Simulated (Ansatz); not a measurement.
Runs of Ansatz 0.2.0 on Si2W. The structure is tetragonal, space group I4/mmm (No. 139). Conventional cell: a = 3.214 Å, b = 3.214 Å, c = 7.830 Å, α = 90.00°, β = 90.00°, γ = 90.00°. W (site symmetry 4/mmm) has 10 Si at 2.62 Å as nearest neighbours. Si (site symmetry 4mm) is surrounded by 5 Si at 2.59 to 2.63 Å and 5 W at 2.62 Å. 

```csv
task,level,cutoff (eV),points for each segment of the path,gap on the mesh (eV),pressure (GPa),largest force (eV/Å)
single point,PBEsol0,420,-,none,(b),(a)
band structure,HSE03,420,4,none,-1.8,(c)
single point,r2SCANh,500,-,none,-3.1,0.07
single point,PBE0,420,-,none,-2.7,0.07
single point,B3LYP,420,-,none,5.5,0.11
```

Alike in all rows: potentials or basis Ansatz PAW; no spin polarisation; cell as given; k mesh 6 × 6 × 6; smearing fermi-dirac 0.05 eV; the mesh is coarse, so values aren't converged.

Task: Fill in the values left out.

Result: (a) 0.12; (b) -6.2; (c) 0.05.

Caveats: all runs use coarse meshes; the PAW data sets come from PBE, with cores solved anew for the run's functional, which leaves a small shift of forces and pressure; the thresholds are loose for stress; spin-orbit coupling is left out, which moves the levels of the heavy elements (some runs).

A k mesh can miss the band edges, and the runs leave out spin-orbit coupling on W.

A gap of «none» marks a metal or a gap under the smearing width.
